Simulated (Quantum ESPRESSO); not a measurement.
## AlN under changes of volume

One of the cells (10.417 Å³/atom); the others are scaled copies at fixed shape and fractional positions:

```
CELL_PARAMETERS angstrom
0.00000 2.18399 2.18399
2.18399 0.00000 2.18399
2.18399 2.18399 0.00000
ATOMIC_POSITIONS crystal
Al 0.00000 0.00000 0.00000
N 0.25000 0.25000 0.25000
```

Measurements of this composition are mostly on another form, of space group No. 186.

- Program: Quantum ESPRESSO 7.5
- Functional: HLE16
- Potentials or basis: PseudoDojo 0.4.1 SR PBE standard
- Cutoff: 1143 eV
- Density cutoff: 4572 eV
- k mesh: 10 × 10 × 10
- Occupations: fermi-dirac, width 0.05 eV
- Spin: no spin polarisation

| volume (Å³/atom) | energy over the lowest point (meV/atom) | pressure (GPa) | gap on the mesh (eV) |
| --- | --- | --- | --- |
| 9.792 | 0.00 | -22.4 | 4.51 |
| 10.001 | ? | ? | ? |
| 10.209 | 68.02 | -29.7 | 4.50 |
| 10.417 | 108.63 | -32.7 | 4.49 |
| 10.626 | 152.99 | -35.5 | 4.48 |
| 10.834 | 200.69 | -37.9 | 4.47 |
| 11.042 | 251.36 | -40.0 | 4.46 |

Task: What does the run at 10.001 Å³/atom give?

Result: Energy over the lowest point 31.64 meV/atom; pressure -26.2 GPa; gap on the mesh 4.51 eV.

Worked out: A Birch-Murnaghan fit of order 3 (a polynomial in V^(-2/3)) to the other rows has no minimum within the range. It gives 31.76 meV/atom at 10.001 Å³/atom, against the run's 31.64, and -dE/dV = -26.2 GPa, against -26.2. A straight line through the other rows of the gap, of slope -0.427 eV per unit of ln V, gives 4.50 eV, against the run's 4.51.

Energies are extrapolated to zero smearing.

Caveats: the potentials were made for another functional, which shifts forces and pressure; the potentials were made for a functional far from this one; the cell as given lies far from equilibrium (some runs).

A mesh can miss the band edges.
